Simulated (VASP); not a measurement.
# SnTe (F-43m) in VASP: further runs

One crystal, SnTe, is run at these levels: PBEsol; tasks: single point.

Program: VASP 6.6.1. These are calculated values, not measurements. Logs are shortened: lines on timing, memory, paths and dates and some standing lists are left out, and cuts for length are marked.

### Step 1. Starting point

It takes space group F-43m (No. 216, cubic). The conventional cell has a = 7.222 Å, b = 7.222 Å, c = 7.222 Å, α = 90.00°, β = 90.00°, γ = 90.00°. Te (site symmetry -43m) has 4 Sn at 3.13 Å as nearest neighbours. Around Sn (site symmetry -43m) lie 4 Te at 3.13 Å.

Measurements of this composition are mostly on another form, of space group No. 225.

### Step 2. Single point, PBEsol, spin-orbit coupling, no magnetisation

The input, INCAR:

```
  ALGO = Normal
  EDIFF = 1E-7
  ENCUT = 350
  GGA = PS
  GGA_COMPAT = False
  ISIF = 2
  ISMEAR = 0
  LASPH = True
  LCHARG = False
  LNONCOLLINEAR = True
  LORBIT = 11
  LREAL = False
  LSORBIT = True
  LWAVE = False
  MAGMOM = 0 0 0 0 0 0
  NBANDS = 36
  NELM = 100
  PREC = Accurate
  SIGMA = 0.02
```

The input, KPOINTS:

```
k-points
0
Gamma
  4 4 4
```

The input, POSCAR:

```
SnTe
1.0
    0.0000000000      3.6111460000      3.6111460000
    3.6111460000      0.0000000000      3.6111460000
    3.6111460000      3.6111460000      0.0000000000
Te Sn
1 1
Direct
    0.2500000000      0.2500000000      0.2500000000
    0.0000000000      0.0000000000      0.0000000000
```

Potentials or basis: VASP PAW PBE potentials, release 64 (Te, Sn_d).

Command:

```console
> cat potpaw_PBE.64/Te/POTCAR potpaw_PBE.64/Sn_d/POTCAR > POTCAR
> mpirun -np 1 vasp_ncl > vasp.out
```

OUTCAR:

```text
EDIFF = 1E-7
   ENCUT = 350
   GGA = PS
   ISIF = 2
   ISMEAR = 0
   LASPH = True
   LNONCOLLINEAR = True
   LORBIT = 11
   LREAL = False
   LSORBIT = True
   NELM = 100
   PREC = Accurate

 Found     10 irreducible k-points:

 Following reciprocal coordinates:
            Coordinates               Weight
  0.000000  0.000000  0.000000      1.000000
  0.250000  0.000000  0.000000      4.000000
 -0.250000  0.000000  0.000000      4.000000
  0.500000  0.000000  0.000000      4.000000
  0.250000  0.250000  0.000000      6.000000
  0.500000  0.250000  0.000000     12.000000
   k-points           NKPTS =     10   k-points in BZ     NKDIM =     10   number of bands    NBANDS=     36
   number of dos      NEDOS =    301   number of ions     NIONS =      2
   total plane-waves  NPLWV =  32768
   dimension x,y,z NGX =    32 NGY =   32 NGZ =   32
   dimension x,y,z NGXF=    64 NGYF=   64 NGZF=   64
   ions per type =               1   1
   NGX,Y,Z   is equivalent  to a cutoff of  10.42, 10.42, 10.42 a.u.
   NGXF,Y,Z  is equivalent  to a cutoff of  20.83, 20.83, 20.83 a.u.
 SYSTEM =  unknown system
   PREC   = accura    normal or accurate (medium, high low for compatibility)
   ISTART =      0    job   : 0-new  1-cont  2-samecut
   ICHARG =      2    charge: 1-file 2-atom 10-const
   ISPIN  =      1    spin polarized calculation?
   LNONCOLLINEAR =      T non collinear calculations
   LSORBIT =      T    spin-orbit coupling
   LASPH  =      T    aspherical Exc in radial PAW
   ENCUT  =  350.0 eV  25.72 Ry    5.07 a.u.   7.79  7.79  7.79*2*pi/ulx,y,z
   NELM   =    100;   NELMIN=  2; NELMDL= -5     # of ELM steps
   EDIFF  = 0.1E-06   stopping-criterion for ELM
   LREAL  =      F    real-space projection
   EDIFFG = 0.1E-05   stopping-criterion for IOM
   NSW    =      0    number of steps for IOM
   IBRION =     -1    ionic relax: 0-MD 1-quasi-New 2-CG
   NFREE  =      0    steps in history (QN), initial steepest desc. (CG)
   ISIF   =      2    stress and relaxation
   ISYM   =      2    0-nonsym 1-usesym 2-fastsym
   POTIM  = 0.5000    time-step for ionic-motion
   TEBEG  =    0.0;   TEEND  =   0.0 temperature during run
   PSTRESS=    0.0 pullay stress
   NELECT =      20.0000    total number of electrons
   NUPDOWN=      -1.0000    fix difference up-down
   EMIN   =  10.00;   EMAX   =-10.00  energy-range for DOS
   EFERMI =   0.00;   METHOD = LEGACY
   ISMEAR =     0;   SIGMA  =   0.02  broadening in eV -4-tet -1-fermi 0-gaus
   EFERMI_NEDOS =   21; number of points for ismear=-14 and -15
   IALGO  =     38    algorithm
   IMIX   =      4    mixing-type and parameters
     AMIX     =   0.40;   BMIX     =  1.00
     AMIX_MAG =   1.60;   BMIX_MAG =  1.00
  volume/ion in A,a.u.               =      47.09       317.78
  Fermi-wavevector in a.u.,A,eV,Ry     =   0.976704  1.845704 12.979296  0.953951
  Thomas-Fermi vector in A             =   2.107344
   LORBIT       =     11    0 simple, 1 ext, 2 COOP (PROOUT), +10 PAW based schemes
   GGA     = PS    functional components
   LHFCALC =     F    Hartree Fock is set to
   AEXX    =    0.0000 exact exchange contribution
   IVDW    =     0    specifies the selected vdW correction
   LEPSILON=     F    determine dielectric tensor
   LRPA    =     F    only Hartree local field effects (RPA)
 Gauss-broadening in eV      SIGMA  =   0.02
  energy-cutoff  :      350.00
  volume of cell :       94.18
 maximum number of plane-waves:      2848
   NGX = 15   NGY = 15   NGZ = 15

 number of electron      19.9999991 magnetization       0.0000000      0.0000000      0.0000000

 number of electron      19.9999991 magnetization       0.0000000     -0.0000000      0.0000000

 number of electron      19.9999991 magnetization      -0.0000000      0.0000000     -0.0000000

 number of electron      19.9999991 magnetization      -0.0000000     -0.0000000     -0.0000000

 Free energy of the ion-electron system (eV)
  ---------------------------------------------------
  ext. energy  EPLUGINS =         0.00000000
  ---------------------------------------------------
  free energy    TOTEN  =        -7.79115710 eV

  energy without entropy =       -7.79115710  energy(sigma->0) =       -7.79115710

 E-fermi :   3.1594     XC(G=0):  -7.6625

 val. band max:        3.0697230778   @ k =   0.5000   0.5000   0.0000
 cond. band min:       3.2451919575   @ k =  -0.2500   0.5000   0.2500
 fundamental gap:      0.1754688797
 Fermi energy:         3.1593560290

 k-point     1 :       0.0000    0.0000    0.0000
  band No.  band energies     occupation
      1     -19.2525      1.00000
      2     -19.2525      1.00000
      3     -19.2525      1.00000
      4     -19.2525      1.00000
      5     -18.2214      1.00000
      6     -18.2214      1.00000
[... 24 lines left out ...]
     31       9.4367      0.00000
     32       9.4367      0.00000

 k-point     2 :       0.2500    0.0000    0.0000
  band No.  band energies     occupation
      1     -19.2524      1.00000
      2     -19.2522      1.00000
      3     -19.2521      1.00000
      4     -19.2521      1.00000
      5     -18.2209      1.00000
      6     -18.2209      1.00000
[... 24 lines left out ...]
     31       8.8396      0.00000
     32       8.8509      0.00000

 k-point     3 :      -0.2500    0.0000    0.0000
  band No.  band energies     occupation
      1     -19.2524      1.00000
      2     -19.2522      1.00000
      3     -19.2521      1.00000
      4     -19.2521      1.00000
      5     -18.2209      1.00000
      6     -18.2209      1.00000
[... 24 lines left out ...]
     31       8.8396      0.00000
     32       8.8509      0.00000

 k-point     4 :       0.5000    0.0000    0.0000
  band No.  band energies     occupation
      1     -19.2521      1.00000
      2     -19.2521      1.00000
      3     -19.2521      1.00000
      4     -19.2521      1.00000
      5     -18.2206      1.00000
      6     -18.2206      1.00000
[... 24 lines left out ...]
     31       9.8182      0.00000
     32       9.8182      0.00000

 k-point     5 :       0.2500    0.2500    0.0000
  band No.  band energies     occupation
      1     -19.2526      1.00000
      2     -19.2526      1.00000
      3     -19.2517      1.00000
      4     -19.2517      1.00000
      5     -18.2209      1.00000
      6     -18.2209      1.00000
[... 24 lines left out ...]
     31      10.0429      0.00000
     32      10.0429      0.00000

 k-point     6 :       0.5000    0.2500    0.0000
  band No.  band energies     occupation
      1     -19.2531      1.00000
      2     -19.2523      1.00000
      3     -19.2516      1.00000
      4     -19.2512      1.00000
      5     -18.2218      1.00000
      6     -18.2196      1.00000
[... 24 lines left out ...]
     31      10.1286      0.00000
     32      10.1445      0.00000

 [... further k-points ...]

 [bands above 32 left out]

------------------------ aborting loop because EDIFF is reached ----------------------------------------

  FORCE on cell =-STRESS in cart. coord.  units (eV):
  Direction    XX          YY          ZZ          XY          YZ          ZX
  --------------------------------------------------------------------------------------
  -------------------------------------------------------------------------------------
  Total       -1.1862107     -1.1862107     -1.1862107     -0.0000000      0.0000000     -0.0000000
  in kB      -20.1793550    -20.1793550    -20.1793550     -0.0000000      0.0000000     -0.0000000
  external PRESSURE =     -20.1793550 kB  Pullay stress =       0.0000000 kB

 VOLUME and BASIS-vectors are now :
 -----------------------------------------------------------------------------
  energy-cutoff  :      350.00
  volume of cell :       94.18
      direct lattice vectors                 reciprocal lattice vectors
     0.000000000  3.611146000  3.611146000    -0.138460201  0.138460201  0.138460201
     3.611146000  0.000000000  3.611146000     0.138460201 -0.138460201  0.138460201
     3.611146000  3.611146000  0.000000000     0.138460201  0.138460201 -0.138460201

 POSITION                                       TOTAL-FORCE (eV/Angst)
 -----------------------------------------------------------------------------------
      1.80557      1.80557      1.80557        -0.000000     -0.000000     -0.000000
      0.00000      0.00000      0.00000         0.000000      0.000000      0.000000
 -----------------------------------------------------------------------------------
    total drift:                                0.000000      0.000000      0.000000

  FREE ENERGIE OF THE ION-ELECTRON SYSTEM (eV)
  ---------------------------------------------------
  free  energy   TOTEN  =        -7.7911571038 eV

  energy  without entropy=       -7.7911571038  energy(sigma->0) =       -7.79115710

 Spin-Orbit-Coupling matrix elements

 Ion:    1  E_soc:     -0.2469952
 l=   1
     0.0000000    -0.0411731    -0.0411731
    -0.0411731     0.0000000    -0.0411731
    -0.0411731    -0.0411731     0.0000000
 l=   2
     0.0000000     0.0000154     0.0000000     0.0000154    -0.0000081
     0.0000154     0.0000000    -0.0000061     0.0000154    -0.0000020
     0.0000000    -0.0000061     0.0000000    -0.0000061     0.0000000
     0.0000154     0.0000154    -0.0000061     0.0000000    -0.0000020
    -0.0000081    -0.0000020     0.0000000    -0.0000020     0.0000000
 l=   3
     0.0000000     0.0000000     0.0000000     0.0000000     0.0000000     0.0000000     0.0000000
     0.0000000     0.0000000     0.0000000     0.0000000     0.0000000     0.0000000     0.0000000
     0.0000000     0.0000000     0.0000000     0.0000000     0.0000000     0.0000000     0.0000000
     0.0000000     0.0000000     0.0000000     0.0000000     0.0000000     0.0000000     0.0000000
     0.0000000     0.0000000     0.0000000     0.0000000     0.0000000     0.0000000     0.0000000
     0.0000000     0.0000000     0.0000000     0.0000000     0.0000000     0.0000000     0.0000000
     0.0000000     0.0000000     0.0000000     0.0000000     0.0000000     0.0000000     0.0000000

 Ion:    2  E_soc:     -0.1050773
 l=   1
     0.0000000    -0.0113708    -0.0113708
    -0.0113708     0.0000000    -0.0113708
    -0.0113708    -0.0113708     0.0000000
 l=   2
     0.0000000    -0.0012437     0.0000000    -0.0012437    -0.0048983
    -0.0012437     0.0000000    -0.0036737    -0.0012437    -0.0012246
     0.0000000    -0.0036737     0.0000000    -0.0036737     0.0000000
    -0.0012437    -0.0012437    -0.0036737     0.0000000    -0.0012246
    -0.0048983    -0.0012246     0.0000000    -0.0012246     0.0000000
 l=   3
     0.0000000     0.0000000     0.0000000     0.0000000     0.0000000     0.0000000     0.0000000
     0.0000000     0.0000000     0.0000000     0.0000000     0.0000000     0.0000000     0.0000000
     0.0000000     0.0000000     0.0000000     0.0000000     0.0000000     0.0000000     0.0000000
     0.0000000     0.0000000     0.0000000     0.0000000     0.0000000     0.0000000     0.0000000
     0.0000000     0.0000000     0.0000000     0.0000000     0.0000000     0.0000000     0.0000000
     0.0000000     0.0000000     0.0000000     0.0000000     0.0000000     0.0000000     0.0000000
     0.0000000     0.0000000     0.0000000     0.0000000     0.0000000     0.0000000     0.0000000

 total charge

# of ion       s       p       d       tot
------------------------------------------
    1        1.400   1.923   0.017   3.340
    2        1.377   0.714   9.957  12.048
--------------------------------------------------
tot          2.776   2.637   9.974  15.388

 magnetization (x)

# of ion       s       p       d       tot
------------------------------------------
    1        0.000  -0.000  -0.000  -0.000
    2        0.000  -0.000  -0.000  -0.000
--------------------------------------------------
tot          0.000  -0.000  -0.000  -0.000

 magnetization (y)

# of ion       s       p       d       tot
------------------------------------------
    1        0.000  -0.000   0.000  -0.000
    2       -0.000   0.000   0.000  -0.000
--------------------------------------------------
tot         -0.000  -0.000   0.000  -0.000

 magnetization (z)

# of ion       s       p       d       tot
------------------------------------------
    1       -0.000   0.000   0.000   0.000
    2        0.000   0.000  -0.000   0.000
--------------------------------------------------
tot         -0.000   0.000  -0.000   0.000
```

Run time: 25 s. Hardware: 1 thread of Intel Xeon 6975P-C (Granite Rapids), shared host; peak memory 0.29 GiB.

These settings aren't checked as converged: the numbers below hold their error.

What came out:

```yaml
Free_energy: -7.7912 eV
Pressure: -2.0 GPa
Valence_electrons_inside_the_program's_atomic_spheres: Te 3.34; Sn 12.05
```

Caveat: the k mesh is coarse (spacing up to 0.38 Å⁻¹), so the values aren't converged; the PAW data sets were made with another functional, which shifts forces and pressure a little.

### Step 3. Single point, PBEsol, spin-orbit coupling, no magnetisation

Changes to INCAR since step 2:

```diff
@@ -2,3 +2,3 @@
   EDIFF = 1E-7
-  ENCUT = 350
+  ENCUT = 500
   GGA = PS
```

KPOINTS is that of step 2.

POSCAR is that of step 2.

Potentials or basis: VASP PAW PBE potentials, release 64 (Te, Sn_d).

Command:

```console
> cat potpaw_PBE.64/Te/POTCAR potpaw_PBE.64/Sn_d/POTCAR > POTCAR
> mpirun -np 1 vasp_ncl > vasp.out
```

OUTCAR:

```text
EDIFF = 1E-7
   ENCUT = 500
   GGA = PS
   ISIF = 2
   ISMEAR = 0
   LASPH = True
   LNONCOLLINEAR = True
   LORBIT = 11
   LREAL = False
   LSORBIT = True
   NELM = 100
   PREC = Accurate

 Found     10 irreducible k-points:

 Following reciprocal coordinates:
            Coordinates               Weight
  0.000000  0.000000  0.000000      1.000000
  0.250000  0.000000  0.000000      4.000000
 -0.250000  0.000000  0.000000      4.000000
  0.500000  0.000000  0.000000      4.000000
  0.250000  0.250000  0.000000      6.000000
  0.500000  0.250000  0.000000     12.000000
[... 356 lines left out ...]
    -0.0049091    -0.0012273     0.0000000    -0.0012273     0.0000000
 l=   3
     0.0000000     0.0000000     0.0000000     0.0000000     0.0000000     0.0000000     0.0000000
     0.0000000     0.0000000     0.0000000     0.0000000     0.0000000     0.0000000     0.0000000
     0.0000000     0.0000000     0.0000000     0.0000000     0.0000000     0.0000000     0.0000000
     0.0000000     0.0000000     0.0000000     0.0000000     0.0000000     0.0000000     0.0000000
     0.0000000     0.0000000     0.0000000     0.0000000     0.0000000     0.0000000     0.0000000
     0.0000000     0.0000000     0.0000000     0.0000000     0.0000000     0.0000000     0.0000000
     0.0000000     0.0000000     0.0000000     0.0000000     0.0000000     0.0000000     0.0000000

 total charge

# of ion       s       p       d       tot
------------------------------------------
    1        1.399   1.923   0.017   3.339
    2        1.376   0.714   9.959  12.049
--------------------------------------------------
tot          2.776   2.637   9.976  15.388

 magnetization (x)

# of ion       s       p       d       tot
------------------------------------------
    1        0.000  -0.000   0.000  -0.000
    2        0.000   0.000   0.000   0.000
--------------------------------------------------
tot          0.000  -0.000   0.000  -0.000

 magnetization (y)

# of ion       s       p       d       tot
------------------------------------------
    1        0.000   0.000   0.000   0.000
    2        0.000  -0.000  -0.000   0.000
--------------------------------------------------
tot          0.000  -0.000  -0.000   0.000

 magnetization (z)

# of ion       s       p       d       tot
------------------------------------------
    1        0.000  -0.000   0.000  -0.000
    2        0.000  -0.000   0.000   0.000
--------------------------------------------------
tot          0.000  -0.000   0.000   0.000
```

stdout:

```text
POSCAR found type information on POSCAR TeSn
 POSCAR found :  2 types and       2 ions
 scaLAPACK will be used
 -----------------------------------------------------------------------------
|                                                                             |
|                                                                             |
|     You enforced a specific xc type in the INCAR file but a different       |
|     I HOPE YOU KNOW WHAT YOU ARE DOING!                                     |
|                                                                             |
 -----------------------------------------------------------------------------

 LDA part: xc-table for (Slater+PW92), standard interpolation
 POSCAR, INCAR and KPOINTS ok, starting setup
 FFT: planning ... GRIDC
 FFT: planning ... GRID_SOFT
 FFT: planning ... GRID
 WAVECAR not read
 entering main loop
```

Run time: 59 s. Hardware: 1 thread of Intel Xeon 6975P-C (Granite Rapids), shared host; peak memory 0.49 GiB.

These settings aren't checked as converged: the numbers below hold their error.

Results:

- Free energy: -7.7928 eV
- Pressure: -1.9 GPa
- Valence electrons inside the program's atomic spheres: Te 3.34; Sn 12.05

Caveat: the k mesh is coarse (spacing up to 0.38 Å⁻¹), so the values aren't converged; the PAW data sets were made with another functional, which shifts forces and pressure a little.

### Step 4. Single point, PBEsol, spin-orbit coupling, no magnetisation

Changes to INCAR since step 3:

```diff
@@ -2,3 +2,3 @@
   EDIFF = 1E-7
-  ENCUT = 500
+  ENCUT = 400
   GGA = PS
```

The input, KPOINTS:

```
k-points
0
Gamma
  5 5 5
```

POSCAR is that of step 3.

Command:

```console
> cat potpaw_PBE.64/Te/POTCAR potpaw_PBE.64/Sn_d/POTCAR > POTCAR
> mpirun -np 1 vasp_ncl > vasp.out
```

Wall time 55 s (1 thread of Intel Xeon 6975P-C (Granite Rapids), shared host); peak memory 0.39 GiB.

These settings aren't checked as converged: the numbers below hold their error.

Results:

```yaml
Free_energy: -7.7651 eV
Pressure: -1.3 GPa
Valence_electrons_inside_the_program's_atomic_spheres: Te 3.35; Sn 12.05
```

Caveat: the PAW data sets were made with another functional, which shifts forces and pressure a little.

(Continued in part 2 of 2.)
